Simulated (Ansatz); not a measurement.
Crystal: Cs.

```
Cs
1.0
     3.01901   -4.33813    0.00000
     3.01901    4.33813    0.00000
    -2.57494    0.00000    4.41389
Cs
1
Direct
  0.00000 0.00000 0.50000
```

This isn't the form of Cs at room conditions, which is bcc.

* Program: Ansatz 0.2.0
* Task: single point
* Functional: PBE
* Potentials or basis: Ansatz PAW
* Cutoff: 420 eV (not typed: the program's choice for these potentials)
* k mesh: 6 × 6 × 6
* Occupations: fermi-dirac, width 0.05 eV
* Spin: no spin polarisation

On this cell: pressure 0.0 GPa; band gap on the k mesh none (metal or under the smearing width).

The same run follows on a disturbed copy (cell strained at random at fixed volume):

```
CELL_PARAMETERS angstrom
2.98138 -4.27939 0.11490
3.00901 4.29861 -0.01089
-2.47859 -0.07219 4.45791
ATOMIC_POSITIONS crystal
Cs 0.00954 0.00592 0.50813
```

Task: What does the disturbed cell give?

Result: The energy (extrapolated to zero smearing) moves by +1.5 meV/atom; pressure 0.0 GPa; band gap on the k mesh none (metal or under the smearing width).

Stress tensor (GPa, compression positive):
```
 0.05  0.00 -0.09
 0.00  0.07  0.01
-0.09  0.01  0.01
```
